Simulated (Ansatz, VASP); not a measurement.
Two plane-wave programs on AlCu3

File INCAR:

```
  PREC = Accurate
  ENCUT = 520
  EDIFF = 1E-7
  ISMEAR = -1
  SIGMA = 0.05
  LREAL = F
  LASPH = T
  NELM = 100
  ALGO = Normal
  ISIF = 2
  LWAVE = F
  LCHARG = F
  GGA = PS
  NBANDS = 26
```

File KPOINTS:

```
Automatic mesh
0
Gamma
  7 7 7
```

Contents of POSCAR:

```
AlCu3
1.0
    3.6129640105      0.0000000000      0.0000000000
    0.0000000000      3.6129640105      0.0000000000
    0.0000000000      0.0000000000      3.6129640105
Cu Al
3 1
Direct
    0.0000000000      0.5000000000      0.5000000000
    0.5000000000      0.0000000000      0.5000000000
    0.5000000000      0.5000000000      0.0000000000
    0.0000000000      0.0000000000      0.0000000000
```

The input input.yaml:

```yaml
crystal:
  lattice:
    - [3.6129640105, 0.0, 0.0]
    - [0.0, 3.6129640105, 0.0]
    - [0.0, 0.0, 3.6129640105]
  atoms:
    - { symbol: Cu, position: [0.0, 0.5, 0.5] }
    - { symbol: Cu, position: [0.5, 0.0, 0.5] }
    - { symbol: Cu, position: [0.5, 0.5, 0.0] }
    - { symbol: Al, position: [0.0, 0.0, 0.0] }
hamiltonian:
  xc: pbesol
  pseudopotentials: { kind: paw }
kpoints:
  mp_grid: { grid: [7, 7, 7] }
scf:
  occupations: { method: fermi_dirac, width: 0.05 }
output:
  forces: true
  stress: true
  eigenvalues: true
  write_density: true
  write_potential: true
  elf: true
  volumetric_format: npy
```

Change from the starting cell: volume scaled by 0.98.

Alike in both runs: task single point; functional PBEsol; k mesh 7 × 7 × 7; occupations fermi-dirac, width 0.05 eV; no spin polarisation.

```csv
,VASP,Ansatz
version,VASP 6.6.1,Ansatz 0.2.0
potentials or method,"VASP PAW PBE potentials, release 64 (Cu, Al)",Ansatz PAW
plane-wave cutoff (eV),520,420
valence electrons in the cell,36,60
```

```tsv
	VASP	Ansatz	Ansatz less VASP
gap on the k mesh at the Fermi level (eV)	none	none	-
pressure (GPa)	3.0	2.4	-0.55
```

A gap of «none» marks a metal or a gap that the smearing closes. The two sets of potentials don't hold the same shells in valence.

Caveats: the PAW data sets were made with another functional, which shifts forces and pressure a little (VASP); the PAW data sets come from PBE, with cores solved anew for the run's functional, which leaves a small shift of forces and pressure (Ansatz).
